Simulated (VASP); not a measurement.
# InP (F-43m) in VASP: a series of runs

One crystal, InP, is run at these levels: LDA; tasks: band structure, Born charges and dielectric tensor.

Program: VASP 6.6.1. These are calculated values, not measurements. Logs are shortened: lines on timing, memory, paths and dates and some standing lists are left out, and cuts for length are marked.

**What was measured.**

From a printed reference work, data compilation, for a bulk crystal of InP at 1.6 K: band gap 1.4236 eV (direct).

From a printed reference work, textbook, for a bulk crystal of InP at 300 K: high-frequency dielectric constant 9.61.

The runs below are set against these values where they give the same quantity.

### Step 1. Starting point

The structure is cubic, space group F-43m (No. 216). Conventional cell: a = 5.821 Å, b = 5.821 Å, c = 5.821 Å, α = 90.00°, β = 90.00°, γ = 90.00°. Around In (site symmetry -43m) lie 4 P at 2.52 Å. P (site symmetry -43m) is surrounded by 4 In at 2.52 Å.

### Step 2. Band structure, LDA

Input file POSCAR:

```
InP                                     
1.0
    0.0000000000      2.9105318603      2.9105318603
    2.9105318603     -0.0000000000      2.9105318603
    2.9105318603      2.9105318603      0.0000000000
  In              P             
     1     1
Direct
     0.0000000000000000    0.0000000000000000    0.0000000000000000
     0.2500000000000000    0.2500000000000000    0.2500000000000000
```

Input file INCAR.step1:

```
SYSTEM = InP
PREC = Accurate ; ENCUT = 350
EDIFF = 1E-7 ; ISMEAR = 0
SIGMA = 0.02 ; LREAL = .FALSE.
LASPH = .TRUE. ; NELM = 80
ALGO = Normal ; ISIF = 2
LWAVE = .FALSE. ; LCHARG = .TRUE.
NBANDS = 16
```

Input file KPOINTS.step1:

```
Automatic mesh
0
G
  6 6 6
  0 0 0
```

Input file INCAR.step2:

```
SYSTEM = InP
PREC = Accurate ; ENCUT = 350
EDIFF = 1E-7 ; ISMEAR = 0
SIGMA = 0.05 ; LREAL = .FALSE.
LASPH = .TRUE. ; NELM = 80
ALGO = Normal ; ISIF = 2
LWAVE = .FALSE. ; LCHARG = .FALSE.
NBANDS = 16 ; ICHARG = 11
```

Input file KPOINTS.step2:

```
path GXWKGLUWLK,UX
10
line-mode
reciprocal
 0.0000000000  0.0000000000  0.0000000000  G
 0.5000000000  0.0000000000  0.5000000000  X

 0.5000000000  0.0000000000  0.5000000000  X
 0.5000000000  0.2500000000  0.7500000000  W

 0.5000000000  0.2500000000  0.7500000000  W
 0.3750000000  0.3750000000  0.7500000000  K

 0.3750000000  0.3750000000  0.7500000000  K
 0.0000000000  0.0000000000  0.0000000000  G

 0.0000000000  0.0000000000  0.0000000000  G
 0.5000000000  0.5000000000  0.5000000000  L

 0.5000000000  0.5000000000  0.5000000000  L
 0.6250000000  0.2500000000  0.6250000000  U

 0.6250000000  0.2500000000  0.6250000000  U
 0.5000000000  0.2500000000  0.7500000000  W

 0.5000000000  0.2500000000  0.7500000000  W
 0.5000000000  0.5000000000  0.5000000000  L

 0.5000000000  0.5000000000  0.5000000000  L
 0.3750000000  0.3750000000  0.7500000000  K

 0.6250000000  0.2500000000  0.6250000000  U
 0.5000000000  0.0000000000  0.5000000000  X
```

Potentials or basis: VASP PAW LDA potentials, release 64 (In_d, P).

Started as:

```bash
> cat potpaw_LDA.64/In_d/POTCAR potpaw_LDA.64/P/POTCAR > POTCAR
> cp INCAR.step1 INCAR
> cp KPOINTS.step1 KPOINTS
> mpirun -np 1 vasp_std > vasp.out
> cp INCAR.step2 INCAR
> cp KPOINTS.step2 KPOINTS
> mpirun -np 1 vasp_std > vasp.out
```

OUTCAR:

```text
SYSTEM = InP
   PREC = Accurate
   ENCUT = 350
   EDIFF = 1E-7
   ISMEAR = 0
   LREAL = .FALSE.
   LASPH = .TRUE.
   NELM = 80
   ISIF = 2
   ICHARG = 11

 ion  position               nearest neighbor table
   1  0.000  0.000  0.000-   2 2.52   2 2.52   2 2.52   2 2.52
   2  0.250  0.250  0.250-   1 2.52   1 2.52   1 2.52   1 2.52

  LATTYP: Found a face centered cubic cell.
 ALAT       =     5.8210637206

  Lattice vectors:

 A1 = (   0.0000000000,   2.9105318603,   2.9105318603)
 A2 = (   2.9105318603,   0.0000000000,   2.9105318603)
 A3 = (   2.9105318603,   2.9105318603,   0.0000000000)

Analysis of symmetry for initial positions (statically):
=====================================================================
 Subroutine PRICEL returns:
 Original cell was already a primitive cell.

 Routine SETGRP: Setting up the symmetry group for a
 face centered cubic supercell.

 Subroutine GETGRP returns: Found 24 space group operations
 (whereof 24 operations were pure point group operations)
 out of a pool of 48 trial point group operations.

The static configuration has the point symmetry T_d .

Analysis of symmetry for dynamics (positions and initial velocities):
=====================================================================
 Subroutine PRICEL returns:
 Original cell was already a primitive cell.

 Routine SETGRP: Setting up the symmetry group for a
 face centered cubic supercell.

 Subroutine GETGRP returns: Found 24 space group operations
 (whereof 24 operations were pure point group operations)
 out of a pool of 48 trial point group operations.

The dynamic configuration has the point symmetry T_d .

 Subroutine INISYM returns: Found 24 space group operations
 (whereof 24 operations are pure point group operations),
 and found     1 'primitive' translations

----------------------------------------------------------------------------------------

                                     Primitive cell

  volume of cell :      49.3114

  direct lattice vectors                    reciprocal lattice vectors
     0.000000000  2.910531860  2.910531860    -0.171789908  0.171789908  0.171789908
     2.910531860  0.000000000  2.910531860     0.171789908 -0.171789908  0.171789908
     2.910531860  2.910531860  0.000000000     0.171789908  0.171789908 -0.171789908

  length of vectors
     4.116113631  4.116113631  4.116113631     0.297548849  0.297548849  0.297548849

  position of ions in fractional coordinates (direct lattice)
     0.000000000  0.000000000  0.000000000
     0.250000000  0.250000000  0.250000000

  ion indices of the primitive-cell ions
   primitive index   ion index
                 1           1
                 2           2

----------------------------------------------------------------------------------------

 KPOINTS: path GXWKGLUWLK,UX

Interpolating k-points between supplied coordinates.

 Line segments in fractional coordinates (reciprocal lattice):
    0.000000  0.000000  0.000000  ...  0.500000  0.000000  0.500000
    0.500000  0.000000  0.500000  ...  0.500000  0.250000  0.750000
    0.500000  0.250000  0.750000  ...  0.375000  0.375000  0.750000
    0.375000  0.375000  0.750000  ...  0.000000  0.000000  0.000000
    0.000000  0.000000  0.000000  ...  0.500000  0.500000  0.500000
    0.500000  0.500000  0.500000  ...  0.625000  0.250000  0.625000
    0.625000  0.250000  0.625000  ...  0.500000  0.250000  0.750000
    0.500000  0.250000  0.750000  ...  0.500000  0.500000  0.500000
    0.500000  0.500000  0.500000  ...  0.375000  0.375000  0.750000
    0.625000  0.250000  0.625000  ...  0.500000  0.000000  0.500000

 Generated    10 points on each line segment, for a total of    100 k-points:

 Following reciprocal coordinates:
            Coordinates               Weight
  0.000000  0.000000  0.000000      0.010000
  0.055556  0.000000  0.055556      0.010000
  0.111111  0.000000  0.111111      0.010000
  0.166667  0.000000  0.166667      0.010000
  0.222222  0.000000  0.222222      0.010000
  0.277778  0.000000  0.277778      0.010000
[... 16 lines left out ...]
  0.472222  0.277778  0.750000      0.010000
  0.458333  0.291667  0.750000      0.010000
 [... further k-points ...]
   k-points           NKPTS =    100   k-points in BZ     NKDIM =    100   number of bands    NBANDS=     16
   number of dos      NEDOS =    301   number of ions     NIONS =      2
   total plane-waves  NPLWV =  21952
   dimension x,y,z NGX =    28 NGY =   28 NGZ =   28
   dimension x,y,z NGXF=    56 NGYF=   56 NGZF=   56
   ions per type =               1   1
   NGX,Y,Z   is equivalent  to a cutoff of  11.31, 11.31, 11.31 a.u.
   NGXF,Y,Z  is equivalent  to a cutoff of  22.62, 22.62, 22.62 a.u.
 SYSTEM =  InP
   PREC   = accura    normal or accurate (medium, high low for compatibility)
   ISTART =      0    job   : 0-new  1-cont  2-samecut
   ICHARG =     11    charge: 1-file 2-atom 10-const
   ISPIN  =      1    spin polarized calculation?
   LNONCOLLINEAR =      F non collinear calculations
   LSORBIT =      F    spin-orbit coupling
   LASPH  =      T    aspherical Exc in radial PAW
   ENCUT  =  350.0 eV  25.72 Ry    5.07 a.u.   6.28  6.28  6.28*2*pi/ulx,y,z
   NELM   =     80;   NELMIN=  2; NELMDL=  0     # of ELM steps
   EDIFF  = 0.1E-06   stopping-criterion for ELM
   LREAL  =      F    real-space projection
   EDIFFG = 0.1E-05   stopping-criterion for IOM
   NSW    =      0    number of steps for IOM
   IBRION =     -1    ionic relax: 0-MD 1-quasi-New 2-CG
   NFREE  =      0    steps in history (QN), initial steepest desc. (CG)
   ISIF   =      2    stress and relaxation
   ISYM   =      2    0-nonsym 1-usesym 2-fastsym
   POTIM  = 0.5000    time-step for ionic-motion
   TEBEG  =    0.0;   TEEND  =   0.0 temperature during run
   PSTRESS=    0.0 pullay stress
   NELECT =      18.0000    total number of electrons
   NUPDOWN=      -1.0000    fix difference up-down
   EMIN   =  10.00;   EMAX   =-10.00  energy-range for DOS
   EFERMI =   0.00;   METHOD = LEGACY
   ISMEAR =     0;   SIGMA  =   0.05  broadening in eV -4-tet -1-fermi 0-gaus
   EFERMI_NEDOS =   21; number of points for ismear=-14 and -15
   IALGO  =     38    algorithm
   IMIX   =      4    mixing-type and parameters
     AMIX     =   0.40;   BMIX     =  1.00
     AMIX_MAG =   1.60;   BMIX_MAG =  1.00
  volume/ion in A,a.u.               =      24.66       166.38
  Fermi-wavevector in a.u.,A,eV,Ry     =   1.169993  2.210966 18.624796  1.368884
  Thomas-Fermi vector in A             =   2.306458
   LORBIT       =      0    0 simple, 1 ext, 2 COOP (PROOUT), +10 PAW based schemes
   GGA     = CA    functional components
   LHFCALC =     F    Hartree Fock is set to
   AEXX    =    0.0000 exact exchange contribution
   IVDW    =     0    specifies the selected vdW correction
   LEPSILON=     F    determine dielectric tensor
   LRPA    =     F    only Hartree local field effects (RPA)
 non-spin polarized calculation
 Gauss-broadening in eV      SIGMA  =   0.05
  energy-cutoff  :      350.00
  volume of cell :       49.31
 maximum number of plane-waves:       754
 NGX is ok and might be reduce to    28

 number of electron      17.9999995 magnetization

 Free energy of the ion-electron system (eV)
  ---------------------------------------------------
  ext. energy  EPLUGINS =         0.00000000
  ---------------------------------------------------
  free energy    TOTEN  =        -9.86257570 eV

  energy without entropy =       -9.86257570  energy(sigma->0) =       -9.86257570

 E-fermi :   5.4967     XC(G=0):  -9.6979

 val. band max:        5.2451017852   @ k =   0.0000   0.0000   0.0000
 cond. band min:       5.8635888817   @ k =   0.0000   0.0000   0.0000
 fundamental gap:      0.6184870965
 Fermi energy:         5.4966706568

 k-point     1 :       0.0000    0.0000    0.0000
  band No.  band energies     occupation
      1      -8.9896      2.00000
      2      -8.9896      2.00000
      3      -8.9896      2.00000
      4      -8.8213      2.00000
      5      -8.8213      2.00000
      6      -6.4446      2.00000
[... 8 lines left out ...]
     15      14.7294      0.00000
     16      14.7294      0.00000

 k-point     2 :       0.0556    0.0000    0.0556
  band No.  band energies     occupation
      1      -8.9972      2.00000
      2      -8.9863      2.00000
      3      -8.9863      2.00000
      4      -8.8227      2.00000
      5      -8.8201      2.00000
      6      -6.3951      2.00000
[... 8 lines left out ...]
     15      14.1620      0.00000
     16      14.7574      0.00000

 k-point     3 :       0.1111    0.0000    0.1111
  band No.  band energies     occupation
      1      -9.0183      2.00000
      2      -8.9769      2.00000
      3      -8.9769      2.00000
      4      -8.8268      2.00000
      5      -8.8169      2.00000
      6      -6.2486      2.00000
[... 8 lines left out ...]
     15      14.6339      0.00000
     16      14.8400      0.00000

 k-point     4 :       0.1667    0.0000    0.1667
  band No.  band energies     occupation
      1      -9.0485      2.00000
      2      -8.9622      2.00000
      3      -8.9622      2.00000
      4      -8.8339      2.00000
      5      -8.8118      2.00000
      6      -6.0114      2.00000
[... 8 lines left out ...]
     15      14.9751      0.00000
     16      15.6278      0.00000
[... 324 lines left out ...]
 k-point    22 :       0.4861    0.2639    0.7500
  band No.  band energies     occupation
      1      -9.1515      2.00000
      2      -8.9248      2.00000
      3      -8.8849      2.00000
      4      -8.8460      2.00000
      5      -8.8052      2.00000
      6      -3.8397      2.00000
[... 8 lines left out ...]
     15      16.5766      0.00000
     16      17.1275      0.00000

 k-point    23 :       0.4722    0.2778    0.7500
  band No.  band energies     occupation
      1      -9.1520      2.00000
      2      -8.9237      2.00000
      3      -8.8853      2.00000
      4      -8.8466      2.00000
      5      -8.8046      2.00000
      6      -3.8509      2.00000
[... 8 lines left out ...]
     15      16.4683      0.00000
     16      17.1537      0.00000

 k-point    24 :       0.4583    0.2917    0.7500
  band No.  band energies     occupation
      1      -9.1528      2.00000
      2      -8.9221      2.00000
      3      -8.8860      2.00000
      4      -8.8474      2.00000
      5      -8.8036      2.00000
      6      -3.8661      2.00000
[... 8 lines left out ...]
     15      16.2540      0.00000
     16      17.3069      0.00000

 [... further k-points ...]
[... 5 lines left out ...]
  --------------------------------------------------------------------------------------
  -------------------------------------------------------------------------------------
  Total       -0.8557447     -0.8557447     -0.8557447     -0.0000000     -0.0000000      0.0000000
  in kB      -27.8040295    -27.8040295    -27.8040295     -0.0000000     -0.0000000      0.0000000
  external PRESSURE =     -27.8040295 kB  Pullay stress =       0.0000000 kB

 VOLUME and BASIS-vectors are now :
 -----------------------------------------------------------------------------
  energy-cutoff  :      350.00
  volume of cell :       49.31
      direct lattice vectors                 reciprocal lattice vectors
     0.000000000  2.910531860  2.910531860    -0.171789908  0.171789908  0.171789908
     2.910531860  0.000000000  2.910531860     0.171789908 -0.171789908  0.171789908
     2.910531860  2.910531860  0.000000000     0.171789908  0.171789908 -0.171789908

 POSITION                                       TOTAL-FORCE (eV/Angst)
 -----------------------------------------------------------------------------------
      0.00000      0.00000      0.00000        -0.000000     -0.000000     -0.000000
      1.45527      1.45527      1.45527         0.000000      0.000000      0.000000
 -----------------------------------------------------------------------------------
    total drift:                               -0.000000     -0.000000     -0.000000

  FREE ENERGIE OF THE ION-ELECTRON SYSTEM (eV)
  ---------------------------------------------------
  free  energy   TOTEN  =        -9.8625756984 eV

  energy  without entropy=       -9.8625756984  energy(sigma->0) =       -9.86257570
```

Run time: 34 s. Hardware: 1 thread of Intel Xeon Platinum 8259CL at 2.50GHz (Skylake/Cascade Lake), shared host; peak memory 0.16 GiB.

Results:

```yaml
Band_gap_on_the_k_mesh: 0.62 eV, direct
Band_gap_along_the_path: 0.62 eV, direct
```

Levels at the corners of the path, in eV from the valence-band top:
| point | band 7 | band 8 | band 9 | band 10 | band 11 | band 12 |
| --- | --- | --- | --- | --- | --- | --- |
| Γ | 0.00 | 0.00 | 0.00 | 0.62 | 3.96 | 3.96 |
| X | -5.95 | -2.43 | -2.43 | 1.56 | 2.12 | 9.12 |
| X | -5.95 | -2.43 | -2.43 | 1.56 | 2.12 | 9.12 |
| W | -5.80 | -3.10 | -3.07 | 4.18 | 4.37 | 5.46 |
| W | -5.80 | -3.10 | -3.07 | 4.18 | 4.37 | 5.46 |
| K | -5.81 | -3.47 | -2.03 | 2.19 | 4.32 | 7.44 |
| K | -5.81 | -3.47 | -2.03 | 2.19 | 4.32 | 7.44 |
| Γ | 0.00 | 0.00 | 0.00 | 0.62 | 3.96 | 3.96 |
| Γ | 0.00 | 0.00 | 0.00 | 0.62 | 3.96 | 3.96 |
| L | -5.94 | -1.02 | -1.02 | 1.37 | 4.70 | 4.70 |
| L | -5.94 | -1.02 | -1.02 | 1.37 | 4.70 | 4.70 |
| U | -5.81 | -3.47 | -2.03 | 2.19 | 4.32 | 7.44 |
| U | -5.81 | -3.47 | -2.03 | 2.19 | 4.32 | 7.44 |
| W | -5.80 | -3.10 | -3.07 | 4.18 | 4.37 | 5.46 |
| W | -5.80 | -3.10 | -3.07 | 4.18 | 4.37 | 5.46 |
| L | -5.94 | -1.02 | -1.02 | 1.37 | 4.70 | 4.70 |
| L | -5.94 | -1.02 | -1.02 | 1.37 | 4.70 | 4.70 |
| K | -5.81 | -3.47 | -2.03 | 2.19 | 4.32 | 7.44 |
| U | -5.81 | -3.47 | -2.03 | 2.19 | 4.32 | 7.44 |
| X | -5.95 | -2.43 | -2.43 | 1.56 | 2.12 | 9.12 |

Caveat: the log is that of the step along the path at fixed density, whose energy, stress, charges and moments have no meaning; spin-orbit coupling is left out, which moves the levels of the heavy elements.

(Continued in part 2 of 2.)
